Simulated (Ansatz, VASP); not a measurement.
# HgTe in VASP and in Ansatz

```xyz
2
Lattice="0.0000 2.8923 2.9215 2.8923 0.0000 2.9215 2.8923 2.8923 0.0000" Properties=species:S:1:pos:R:3 pbc="T T T"
Hg    0.0000    0.0000    0.0000
Te    2.8923    2.8923    2.9215
```

Change from the starting cell: equal xx and yy strain of -1 %.

Alike in both runs: task single point; functional PBE; k mesh 10 × 10 × 10; occupations fermi-dirac, width 0.08 eV; no spin polarisation.

|  | VASP | Ansatz |
| --- | --- | --- |
| version | VASP 6.6.1 | Ansatz 0.2.0 |
| potentials or method | VASP PAW PBE potentials, release 64 (Hg, Te), cutoff 520 eV | all-electron LAPW, scalar-relativistic |

VASP gave:

- pressure (GPa): 12.7
- largest component of the traceless stress (GPa): 1.08

**Question.** Which values does Ansatz return?

**Answer.** Pressure (GPa): 12.4; largest component of the traceless stress (GPa): 1.06.

Ansatz ran all-electron here, so the differences hold the error of VASP's frozen core and of both bases.

The runs have no spin-orbit coupling, so splittings on Hg, Te are missing.
